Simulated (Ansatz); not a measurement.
Crystal: MnO2.

```
Mn O
1.0
     4.40042    0.00000    0.00000
     0.00000    4.40042    0.00000
     0.00000    0.00000    2.86708
Mn O
2 4
Direct
  0.50000 0.50000 0.50000
  0.00000 0.00000 0.00000
  0.80492 0.19508 0.50000
  0.69508 0.69508 0.00000
  0.19508 0.80492 0.50000
  0.30492 0.30492 0.00000
```

The cell is a database's computed one.

Base run:

```yaml
Program: Ansatz 0.2.0
Functional: PBE
Potentials_or_basis: Ansatz PAW
Cutoff: "420 eV (not typed: the program's choice for these potentials)"
k_mesh: 6 × 6 × 9
Occupations: fermi-dirac, width 0.05 eV
Spin: no spin polarisation
```

Its results: band gap on the k mesh none (metal or under the smearing width); pressure -6.0 GPa; largest force 0.257 eV/Å.

**Question.** The run is repeated on the same cell with these changes: spin from no spin polarisation to collinear spin, ferrimagnetic start. What comes out?

**Answer.** Band gap on the k mesh none (metal or under the smearing width); pressure 3.0 GPa; net moment 0.00 μB per cell; site moments Mn +2.21, -2.21; O -0.05, +0.05 μB; largest force 0.121 eV/Å.

Caveats: semilocal functionals often make such compounds metallic where correlation or magnetic order opens a gap, which also shifts bond lengths.
